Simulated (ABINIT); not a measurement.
Runs of ABINIT 10.8.3 (patched build) on Zr. The structure is hexagonal, space group P6_3/mmc (No. 194). The conventional cell has a = 3.232 Å, b = 3.232 Å, c = 5.147 Å, α = 90.00°, β = 90.00°, γ = 120.00°. Around Zr (site symmetry -6m2) lie 12 Zr at 3.18 to 3.23 Å. 

```tsv
task	level	potentials or basis	spin	k mesh	cutoff (eV)	fine-grid cutoff	gap on the mesh (eV)	pressure (GPa)	V0 of scaled cells (Å³/atom)	B0 (GPa)
equation of state	revPBE	JTH PAW PBE v2.0	off	9 × 9 × 5	463	925.187 eV	-	-	23.80	91
single point	r2SCAN	JTH PAW PBE v2.0	off	7 × 7 × 4	544	1088.46 eV	none	0.9	-	-
band structure	rPW86PBE	JTH PAW PBE v2.0	off	9 × 9 × 5	463	925.187 eV	none	3.6	-	-
band structure	revPBE	JTH PAW PBE v2.0	off	9 × 9 × 5	463	925.187 eV	none	2.0	-	-
equation of state	PW91	JTH PAW PBE v2.0	off	9 × 9 × 5	463	925.187 eV	-	-	23.31	(a)
band structure	revPBE	JTH PAW PBE v2.0	SOC, no magnetisation	9 × 9 × 5	463	925.187 eV	none	2.0	-	-
band structure	PW91	JTH PAW PBE v2.0	off	9 × 9 × 5	463	925.187 eV	none	(b)	-	-
```

Alike in all rows: cell as given; smearing fermi-dirac 0.05 eV.

Q: Estimate the missing entries.

A: (a) 95; (b) 0.0.

Caveats: the PAW data sets were made with another functional, which shifts forces and pressure a little; pressures at fixed basis lie under the slope of the energies (some runs); the cell was scaled at fixed shape and fractional positions, which overstates the stiffness of a crystal with free parameters, most of all of layers and chains (some runs).

A k mesh can miss the band edges, and rows without SOC leave out spin-orbit coupling on Zr.

A gap of «none» marks a metal or a gap under the smearing width.

Runs at the PBE level aren't shown here.
